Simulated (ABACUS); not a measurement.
## Rh: equation of state with LDA

**The experiment to reproduce.**

From “Thermal equation of state of rhodium characterized by XRD in a resistively heated diamond anvil cell”, 2024, pmc:11535440, for a bulk crystal of Rh: bulk modulus 264 ± 1 GPa.

Crystal: Rh.

```xyz
1
Lattice="0.0000 1.8979 1.8979 1.8979 0.0000 1.8979 1.8979 1.8979 0.0000" Properties=species:S:1:pos:R:3 pbc="T T T"
Rh    0.0000    0.0000    0.0000
```

- Program: ABACUS 3.10.1
- Task: equation of state
- Functional: LDA
- Potentials or basis: PseudoDojo NC SR 0.4.1 LDA standard
- Cutoff: 1211 eV
- Density cutoff: 4844 eV
- Basis: plane waves
- k mesh: 10 × 10 × 10
- Occupations: fermi-dirac, width 0.05 eV
- Spin: no spin polarisation
- Radial cutoff of the potentials (pseudo_rcut): 10 bohr
- SCF threshold on the density: 1e-08
- Max SCF steps: 100
- Eigensolver: dav
- Mixing: broyden
- Mixing share: 0.7
- Symmetry key: 1

```
Equilibrium volume                      : 13.26 Å³/atom
Bulk modulus                            : 319 GPa
Pressure derivative of the bulk modulus : 5.2 (rough: it moves with the points fitted)
```

Energy against volume, from the lowest point:
```
volume (Å³/atom)  energy (meV/atom)
          12.851              12.30
          13.398               0.00
          13.945              30.07
          14.492              92.96
```

All runs of the series together: 6 s on 4 threads of AMD EPYC 9R45 (Zen 5), on a shared host.

Measured bulk modulus of Rh: 264 GPa (quoted in “Thermal equation of state of rhodium characterized by XRD in a resistively heated diamond anvil cell”, 2024, pmc:11535440). This calculation gives 319 GPa (+20.8 %). The fit is for a static lattice scaled at fixed shape and fixed fractional positions.

LDA usually gives volumes a few per cent too small.
